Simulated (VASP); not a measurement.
# ScAl3: vacancies and antisites compared, part 2 of 7

Wanted: a map of the native defects of ScAl3, all in one supercell and at one level. The start is a computed cell from the Materials Project.

VASP 6.6.1, plane waves and PAW; the level of theory is named at each step.

Still holding for the runs below: The k-mesh is coarse for a metal.

So far. Step 2 (Relaxing the host crystal): The run ended after 2 ionic steps, 0.002 eV below its first step, once forces and stress met EDIFFG = -0.02.

## 3. The perfect supercell

Level of this step: PBE; plane waves and PAW (Sc_sv, Al) (VASP).

System of this step: ScAl3. It takes space group Pm-3m (No. 221, cubic). The conventional cell has a = 4.104 Å, b = 4.104 Å, c = 4.104 Å, α = 90.00°, β = 90.00°, γ = 90.00°. Nearest to Sc lie 12 Al at 2.90 Å. Nearest to Al lie 8 Al at 2.90 Å and 4 Sc at 2.90 Å. Farther neighbours are not listed.

The same cell, mesh and cutoff without the defect give the energy to subtract and, in a gapped host, the band edges to count from, so that most errors cancel.

INCAR reads:

```
SYSTEM = ScAl3
PREC = Normal
ENCUT = 300
EDIFF = 1E-05
NELM = 120
ISMEAR = 1
SIGMA = 0.2
LREAL = Auto
ALGO = Fast
GGA = PE
NBANDS = 104
LASPH = .TRUE.
LORBIT = 11
LWAVE = .FALSE.
LCHARG = .FALSE.
KPAR = 4
NCORE = 2
```

POSCAR reads:

```
ScAl3
1.0
    8.2070806470      0.0000000000      0.0000000000
    0.0000000000      8.2070806470      0.0000000000
    0.0000000000      0.0000000000      8.2070806470
Sc Al
8 24
Direct
    0.0000000000      0.0000000000      0.0000000000
    0.0000000000      0.0000000000      0.5000000000
    0.0000000000      0.5000000000      0.0000000000
    0.0000000000      0.5000000000      0.5000000000
    0.5000000000      0.0000000000      0.0000000000
    0.5000000000      0.0000000000      0.5000000000
    0.5000000000      0.5000000000      0.0000000000
    0.5000000000      0.5000000000      0.5000000000
    0.2500000000      0.2500000000      0.0000000000
    0.2500000000      0.2500000000      0.5000000000
    0.2500000000      0.7500000000      0.0000000000
    0.2500000000      0.7500000000      0.5000000000
    0.7500000000      0.2500000000      0.0000000000
    0.7500000000      0.2500000000      0.5000000000
    0.7500000000      0.7500000000      0.0000000000
    0.7500000000      0.7500000000      0.5000000000
    0.0000000000      0.2500000000      0.2500000000
    0.0000000000      0.2500000000      0.7500000000
    0.0000000000      0.7500000000      0.2500000000
    0.0000000000      0.7500000000      0.7500000000
    0.5000000000      0.2500000000      0.2500000000
    0.5000000000      0.2500000000      0.7500000000
    0.5000000000      0.7500000000      0.2500000000
    0.5000000000      0.7500000000      0.7500000000
    0.2500000000      0.0000000000      0.2500000000
    0.2500000000      0.0000000000      0.7500000000
    0.2500000000      0.5000000000      0.2500000000
    0.2500000000      0.5000000000      0.7500000000
    0.7500000000      0.0000000000      0.2500000000
    0.7500000000      0.0000000000      0.7500000000
    0.7500000000      0.5000000000      0.2500000000
    0.7500000000      0.5000000000      0.7500000000
```

KPOINTS reads:

```
Automatic mesh
0
Monkhorst-Pack
3 3 3
0 0 0
```

PAW data sets: Sc_sv and Al (PBE family, release 64).

Command:

```console
mpirun -np 8 vasp_std
```

The program printed:

```text
[banner, memory and clock lines left out]
running    8 mpi-ranks, on    1 nodes
 distrk:  each k-point on    2 cores,    4 groups
 distr:  one band on    2 cores,    1 groups

 POSCAR found type information on POSCAR ScAl
 POSCAR found :  2 types and      32 ions
 LDA part: xc-table for (Slater+PW92), standard interpolation
 POSCAR, INCAR and KPOINTS ok, starting setup
 FFT: planning ... GRIDC
 FFT: planning ... GRID_SOFT
 FFT: planning ... GRID
 WAVECAR not read
 entering main loop
       N       E                     dE             d eps       ncg     rms          rms(c)
DAV:   1     0.140139410634E+04    0.14014E+04   -0.49016E+04   984   0.915E+02
DAV:   2    -0.279458693163E+02   -0.14293E+04   -0.13990E+04  1096   0.478E+02
DAV:   3    -0.153408458321E+03   -0.12546E+03   -0.11722E+03  1384   0.152E+02
DAV:   4    -0.162012384714E+03   -0.86039E+01   -0.82424E+01  1360   0.362E+01
DAV:   5    -0.162260240742E+03   -0.24786E+00   -0.24389E+00  1368   0.733E+00    0.244E+01
RMM:   6    -0.153359040960E+03    0.89012E+01   -0.24242E+01   948   0.236E+01    0.735E+00
RMM:   7    -0.155235247427E+03   -0.18762E+01   -0.33052E+01  1135   0.119E+01    0.504E+00
RMM:   8    -0.154596084476E+03    0.63916E+00   -0.17276E+00  1023   0.598E+00    0.488E+00
RMM:   9    -0.154215859312E+03    0.38023E+00   -0.17769E+00  1064   0.354E+00    0.287E+00
RMM:  10    -0.154244319492E+03   -0.28460E-01   -0.15756E+00  1120   0.382E+00    0.108E+00
RMM:  11    -0.154200269367E+03    0.44050E-01   -0.21002E-01  1022   0.238E+00    0.189E-01
RMM:  12    -0.154213254714E+03   -0.12985E-01   -0.11975E-01  1094   0.786E-01    0.717E-01
RMM:  13    -0.154206585878E+03    0.66688E-02   -0.13251E-02  1102   0.508E-01    0.144E-01
RMM:  14    -0.154207844527E+03   -0.12586E-02   -0.22352E-02  1146   0.479E-01    0.162E-01
RMM:  15    -0.154206660496E+03    0.11840E-02   -0.43361E-03  1044   0.393E-01    0.181E-02
RMM:  16    -0.154206846119E+03   -0.18562E-03   -0.18509E-03  1117   0.122E-01    0.334E-02
RMM:  17    -0.154206888906E+03   -0.42788E-04   -0.41952E-04  1088   0.608E-02    0.377E-02
RMM:  18    -0.154206851468E+03    0.37438E-04   -0.17537E-04  1002   0.790E-02    0.310E-02
RMM:  19    -0.154206893062E+03   -0.41594E-04   -0.37987E-04  1016   0.464E-02    0.283E-02
RMM:  20    -0.154206884688E+03    0.83740E-05   -0.29729E-05   774   0.300E-02
   1 F= -.15420688E+03 E0= -.15419090E+03  d E =-.479488E-01
```

Run time: 28 s. Hardware: 8 MPI ranks of Intel Xeon Platinum 8488C (Sapphire Rapids), shared host; peak memory 1.8 GiB.

From OUTCAR (step 3):

```text
  LATTYP: Found a simple cubic cell.
 ALAT       =     8.2070806470

The static configuration has the point symmetry O_h .

 Found      4 irreducible k-points:

   k-points           NKPTS =      4   k-points in BZ     NKDIM =      4   number of bands    NBANDS=    104

   dimension x,y,z NGX =    36 NGY =   36 NGZ =   36
   dimension x,y,z NGXF=    72 NGYF=   72 NGZF=   72

   ENCUT  =  300.0 eV  22.05 Ry    4.70 a.u.  11.59 11.59 11.59*2*pi/ulx,y,z

   NELECT =     160.0000    total number of electrons

 E-fermi :   7.3015

 k-point     1 :       0.0000    0.0000    0.0000
  band No.  band energies     occupation
    ...
     74       6.6442      2.00003
     75       6.6442      2.00003
     76       6.6442      2.00003
     77       6.6442      2.00003
     78       6.6442      2.00003
     79       7.9756     -0.00002
     80       7.9756     -0.00002
     81       7.9756     -0.00002
     82       8.1056     -0.00000
     83       8.1597     -0.00000
    ...

 k-point     2 :       0.3333    0.0000    0.0000
  band No.  band energies     occupation
    ...
     75       6.1900      2.00000
     76       6.1900      2.00000
     77       6.3233      2.00000
     78       6.8530      2.00676
     79       6.8530      2.00676
     80       7.4533      0.04251
     81       7.4538      0.04109
     82       7.4538      0.04109
     83       8.0072     -0.00001
     84       8.0072     -0.00001
    ...

  Total       -0.5343166     -0.5343166     -0.5343166     -0.0000000     -0.0000000      0.0000000
  in kB       -1.5486139     -1.5486139     -1.5486139     -0.0000000     -0.0000000      0.0000000
  external PRESSURE =      -1.5486139 kB  Pullay stress =       0.0000000 kB

  energy-cutoff  :      300.00
  volume of cell :      552.80
      direct lattice vectors                 reciprocal lattice vectors
     8.207080647  0.000000000  0.000000000     0.121846006  0.000000000  0.000000000
     0.000000000  8.207080647  0.000000000     0.000000000  0.121846006  0.000000000
     0.000000000  0.000000000  8.207080647     0.000000000  0.000000000  0.121846006

 POSITION                                       TOTAL-FORCE (eV/Angst)
 -----------------------------------------------------------------------------------
      0.00000      0.00000      0.00000         0.000000      0.000000      0.000000
      0.00000      0.00000      4.10354         0.000000      0.000000     -0.000000
      0.00000      4.10354      0.00000         0.000000      0.000000      0.000000
      0.00000      4.10354      4.10354        -0.000000     -0.000000     -0.000000
      4.10354      0.00000      0.00000        -0.000000     -0.000000     -0.000000
      4.10354      0.00000      4.10354        -0.000000     -0.000000      0.000000
      4.10354      4.10354      0.00000        -0.000000     -0.000000      0.000000
      4.10354      4.10354      4.10354        -0.000000     -0.000000      0.000000
      2.05177      2.05177      0.00000        -0.000000      0.000000     -0.000000
      2.05177      2.05177      4.10354         0.000000     -0.000000     -0.000000
      2.05177      6.15531      0.00000        -0.000000      0.000000     -0.000000
      2.05177      6.15531      4.10354        -0.000000      0.000000      0.000000
      6.15531      2.05177      0.00000        -0.000000      0.000000      0.000000
      6.15531      2.05177      4.10354         0.000000     -0.000000      0.000000
      6.15531      6.15531      0.00000         0.000000      0.000000     -0.000000
      6.15531      6.15531      4.10354         0.000000      0.000000     -0.000000
      0.00000      2.05177      2.05177         0.000000      0.000000     -0.000000
      0.00000      2.05177      6.15531         0.000000     -0.000000      0.000000
      0.00000      6.15531      2.05177        -0.000000      0.000000     -0.000000
      0.00000      6.15531      6.15531         0.000000      0.000000     -0.000000
      4.10354      2.05177      2.05177         0.000000     -0.000000     -0.000000
      4.10354      2.05177      6.15531        -0.000000     -0.000000      0.000000
      4.10354      6.15531      2.05177        -0.000000      0.000000     -0.000000
      4.10354      6.15531      6.15531         0.000000      0.000000     -0.000000
      2.05177      0.00000      2.05177        -0.000000      0.000000     -0.000000
      2.05177      0.00000      6.15531        -0.000000     -0.000000      0.000000
      2.05177      4.10354      2.05177        -0.000000     -0.000000     -0.000000
      2.05177      4.10354      6.15531        -0.000000      0.000000     -0.000000
      6.15531      0.00000      2.05177         0.000000     -0.000000     -0.000000
      6.15531      0.00000      6.15531         0.000000      0.000000      0.000000
      6.15531      4.10354      2.05177         0.000000      0.000000     -0.000000
      6.15531      4.10354      6.15531         0.000000      0.000000      0.000000
 -----------------------------------------------------------------------------------
    total drift:                                0.000000      0.000000     -0.000000

  FREE ENERGIE OF THE ION-ELECTRON SYSTEM (eV)
  ---------------------------------------------------
  free  energy   TOTEN  =      -154.2068846881 eV

  energy  without entropy=     -154.1589359066  energy(sigma->0) =     -154.19090176

 total charge
# of ion       s       p       d       tot
------------------------------------------
    1        2.183   6.136   1.278   9.598
    2        2.183   6.136   1.278   9.598
    3        2.183   6.136   1.278   9.598
    4        2.183   6.136   1.278   9.598
    5        2.183   6.136   1.278   9.598
    6        2.183   6.136   1.278   9.598
    7        2.183   6.136   1.278   9.598
    8        2.183   6.136   1.278   9.598
    9        0.417   0.381   0.000   0.798
   10        0.417   0.381   0.000   0.798
   11        0.417   0.381   0.000   0.798
   12        0.417   0.381   0.000   0.798
   13        0.417   0.381   0.000   0.798
   14        0.417   0.381   0.000   0.798
   15        0.417   0.381   0.000   0.798
   16        0.417   0.381   0.000   0.798
   17        0.417   0.381   0.000   0.798
   18        0.417   0.381   0.000   0.798
   19        0.417   0.381   0.000   0.798
   20        0.417   0.381   0.000   0.798
   21        0.417   0.381   0.000   0.798
   22        0.417   0.381   0.000   0.798
   23        0.417   0.381   0.000   0.798
   24        0.417   0.381   0.000   0.798
   25        0.417   0.381   0.000   0.798
   26        0.417   0.381   0.000   0.798
   27        0.417   0.381   0.000   0.798
   28        0.417   0.381   0.000   0.798
   29        0.417   0.381   0.000   0.798
   30        0.417   0.381   0.000   0.798
   31        0.417   0.381   0.000   0.798
   32        0.417   0.381   0.000   0.798
--------------------------------------------------
tot         27.484  58.224  10.222  95.931

[... 1 part as in an earlier step ...]

[... 5 further parts left out ...]
```

This step gave:

```
electrons               : 160
free energy (TOTEN)     : -154.2069 eV
energy at zero smearing : -154.1909 eV
Fermi energy            : 7.301 eV
```

The host is treated as a metal, as its relaxation found a gap under 0.3 eV or none, and only the neutral defect is run.

## 4. Reference Al

This step: PBE; plane waves and PAW (Al) (VASP 6.6.1).

System of this step: Al. Symmetry: Fm-3m, No. 225, cubic system. The conventional cell has a = 4.050 Å, b = 4.050 Å, c = 4.050 Å, α = 90.00°, β = 90.00°, γ = 90.00°. Al has 12 Al at 2.86 Å nearest.

The reference for Al is its crystal, relaxed at the cutoff of the large cell.

INCAR reads:

```
SYSTEM = Al
PREC = Normal
ENCUT = 300
EDIFF = 1E-05
NELM = 120
ISMEAR = 1
SIGMA = 0.1
LREAL = Auto
ALGO = Fast
GGA = PE
NBANDS = 7
LORBIT = 11
LWAVE = .FALSE.
LCHARG = .FALSE.
KPAR = 8
IBRION = 2
NSW = 25
ISIF = 3
EDIFFG = -0.02
POTIM = 0.4
```

POSCAR reads:

```
Al
1.0
    0.0000000000      2.0250000000      2.0250000000
    2.0250000000      0.0000000000      2.0250000000
    2.0250000000      2.0250000000      0.0000000000
Al
1
Direct
    0.0000000000      0.0000000000      0.0000000000
```

KPOINTS reads:

```
Automatic mesh
0
Gamma
11 11 11
0 0 0
```

Potentials, in the order of the species: Al (PBE family, release 64).

Command:

```console
mpirun -np 8 vasp_std
```

The program printed:

```text
[banner, memory and clock lines left out]
running    8 mpi-ranks, on    1 nodes
 distrk:  each k-point on    1 cores,    8 groups
 distr:  one band on    1 cores,    1 groups

 POSCAR found type information on POSCAR Al
 POSCAR found :  1 types and       1 ions
 [... a notice as in an earlier step ...]

|                                                                             |
|               ----> ADVICE to this user running VASP <----                  |
|                                                                             |
|     You have a (more or less) 'small supercell' and for smaller cells       |
|     it is recommended to use the reciprocal-space projection scheme!        |
|     The real-space optimization is not efficient for small cells and it     |
|     is also less accurate ...                                               |
|     Therefore, set LREAL=.FALSE. in the INCAR file.                         |
|                                                                             |

 LDA part: xc-table for (Slater+PW92), standard interpolation
 POSCAR, INCAR and KPOINTS ok, starting setup
 FFT: planning ... GRIDC
 FFT: planning ... GRID_SOFT
 FFT: planning ... GRID
 WAVECAR not read
 entering main loop
       N       E                     dE             d eps       ncg     rms          rms(c)
DAV:   1    -0.304922536461E+01   -0.30492E+01   -0.62168E+02   924   0.136E+02
DAV:   2    -0.376911174128E+01   -0.71989E+00   -0.70497E+00  1134   0.155E+01
DAV:   3    -0.377218595442E+01   -0.30742E-02   -0.30670E-02  1064   0.991E-01
DAV:   4    -0.377219014873E+01   -0.41943E-05   -0.41938E-05  1134   0.292E-02
DAV:   5    -0.377219015135E+01   -0.26156E-08   -0.20964E-08  1113   0.516E-04    0.135E+00
RMM:   6    -0.375934535769E+01    0.12845E-01   -0.10583E-03   784   0.190E-01    0.790E-01
RMM:   7    -0.374989112068E+01    0.94542E-02   -0.34993E-03   784   0.325E-01    0.126E-01
RMM:   8    -0.374990896243E+01   -0.17842E-04   -0.18775E-04   784   0.891E-02    0.291E-02
RMM:   9    -0.374991134601E+01   -0.23836E-05   -0.24769E-05   775   0.337E-02
   1 F= -.37499113E+01 E0= -.37494526E+01  d E =-.374991E+01
 curvature:   0.00 expect dE= 0.000E+00 dE for cont linesearch  0.000E+00
 trial: gam= 0.00000 g(F)=  0.515E-67 g(S)=  0.782E-03 ort = 0.000E+00 (trialstep = 0.100E+01)
 search vector abs. value=  0.782E-03
 bond charge predicted
       N       E                     dE             d eps       ncg     rms          rms(c)
DAV:   1    -0.375034355813E+01   -0.43460E-03   -0.45779E-03   973   0.304E-01    0.498E-02
RMM:   2    -0.375032468950E+01    0.18869E-04   -0.21102E-05   655   0.340E-02    0.235E-02
RMM:   3    -0.375031212696E+01    0.12563E-04   -0.59721E-06   500   0.130E-02    0.691E-03
RMM:   4    -0.375031220967E+01   -0.82714E-07   -0.12011E-06   425   0.739E-03
   2 F= -.37503122E+01 E0= -.37498660E+01  d E =-.400864E-03
 trial-energy change:   -0.000401  1 .order   -0.000391   -0.000782   -0.000001
 step:   1.0008(harm=  1.0008)  dis= 0.00000  next Energy=    -3.750302 (dE=-0.391E-03)
 reached required accuracy - stopping structural energy minimisation
```

Run time: 1.6 s. Hardware: 8 MPI ranks; peak memory 0.74 GiB; 4.9 s of CPU time.

OUTCAR, selected parts (step 4):

```text
  LATTYP: Found a face centered cubic cell.
 ALAT       =     4.0500000000

The static configuration has the point symmetry O_h .

 Found     56 irreducible k-points:

   k-points           NKPTS =     56   k-points in BZ     NKDIM =     56   number of bands    NBANDS=      7

   dimension x,y,z NGX =    12 NGY =   12 NGZ =   12
   dimension x,y,z NGXF=    24 NGYF=   24 NGZF=   24

   ENCUT  =  300.0 eV  22.05 Ry    4.70 a.u.   4.04  4.04  4.04*2*pi/ulx,y,z

   NELECT =       3.0000    total number of electrons

 E-fermi :   8.0498

 k-point     1 :       0.0000    0.0000    0.0000
  band No.  band energies     occupation
      1      -3.1228      2.00000
      2      20.7082      0.00000
      3      20.7082      0.00000
      4      20.7082      0.00000
      5      22.1865      0.00000
      6      22.1865      0.00000
    ...

 k-point     2 :       0.0909    0.0000    0.0000
  band No.  band energies     occupation
      1      -2.8977      2.00000
      2      17.7671      0.00000
      3      20.0607      0.00000
      4      20.0607      0.00000
      5      22.8527      0.00000
      6      23.1790      0.00000
    ...

  Total       -0.0000656     -0.0000656     -0.0000656      0.0000000     -0.0000000      0.0000000
  in kB       -0.0063883     -0.0063883     -0.0063883      0.0000000     -0.0000000      0.0000000
  external PRESSURE =      -0.0063883 kB  Pullay stress =       0.0000000 kB

  energy-cutoff  :      300.00
  volume of cell :       16.45
      direct lattice vectors                 reciprocal lattice vectors
     0.000000000  2.018578722  2.018578722    -0.247699034  0.247699034  0.247699034
     2.018578722  0.000000000  2.018578722     0.247699034 -0.247699034  0.247699034
     2.018578722  2.018578722 -0.000000000     0.247699034  0.247699034 -0.247699034

 POSITION                                       TOTAL-FORCE (eV/Angst)
 -----------------------------------------------------------------------------------
      2.01858      2.01858      4.03716         0.000000     -0.000000     -0.000000
 -----------------------------------------------------------------------------------
    total drift:                                0.000000      0.000000     -0.000000

  FREE ENERGIE OF THE ION-ELECTRON SYSTEM (eV)
  ---------------------------------------------------
  free  energy   TOTEN  =        -3.7503122097 eV

  energy  without entropy=       -3.7489735432  energy(sigma->0) =       -3.74986599

 total charge
# of ion       s       p       d       tot
------------------------------------------
    1        0.431   0.343   0.000   0.774

[... 2 parts as in an earlier step ...]

[... 7 further parts left out ...]
```

CONTCAR:

```
Al
   1.00000000000000
     0.0000000000000000    2.0185787216907958    2.0185787216907958
     2.0185787216907958    0.0000000000000000    2.0185787216907958
     2.0185787216907958    2.0185787216907958   -0.0000000000000000
  Al
     1
Direct
     1.0000000000000000    1.0000000000000000    0.0000000000000000
```

This run has no spin polarisation. Its electron count is odd, so without a moment it is a metal by construction.

The steps of the relaxation:

```
step  energy less that of the first step (eV)  largest force (eV/Å)  pressure (GPa)  volume (Å³)
   1                                   0.0000                0.0000           -0.79        16.61
   2                                  -0.0004                0.0000            0.00        16.45
```

```
conventional cell, symmetrised  before  after  change
                         a (Å)   4.050  4.037  -0.3 %
                         b (Å)   4.050  4.037  -0.3 %
                         c (Å)   4.050  4.037  -0.3 %
              volume (Å³/atom)   16.61  16.45  -0.9 %
```

Final coordinates:

```cif
data_structure
_symmetry_space_group_name_H-M 'P 1'
_symmetry_Int_Tables_number 1
_cell_length_a 2.8547
_cell_length_b 2.8547
_cell_length_c 2.8547
_cell_angle_alpha 60.000
_cell_angle_beta 60.000
_cell_angle_gamma 60.000
_cell_volume 16.45
loop_
_atom_site_label
_atom_site_type_symbol
_atom_site_fract_x
_atom_site_fract_y
_atom_site_fract_z
_atom_site_occupancy
Al1 Al 0.00000 0.00000 0.00000 1
```

Numbers from this step:

| Property | Result |
| --- | --- |
| electronic cycles | 13 |
| electrons | 3 |
| free energy (TOTEN) | -3.750 eV |
| energy at zero smearing | -3.750 eV |
| Fermi energy | 8.050 eV |

The run ended after 2 ionic steps, 0.000 eV below its first step, once forces and stress met EDIFFG = -0.02.

Energy at zero smearing: -3.74987 eV.

(Part 2 of 7 ends here.)

[Lines on the potential files, build, host, timing and source positions are cut from VASP's logs without a mark.]

[Logs are printed without paths, hosts, clocks, repeated set-up lines and the standing remarks that a program may print on its own settings, such as how far it seeks lower states.]

[Hosts, paths, dates, database ids (printed as entryN), source tags and the programs' standing remarks are cut or masked in the printed files.]

[In band tables of VASP the shares of atoms and orbitals are scaled to a sum of 1 inside the atoms' spheres.]

[Runs that stopped without an error message from VASP are left out.]
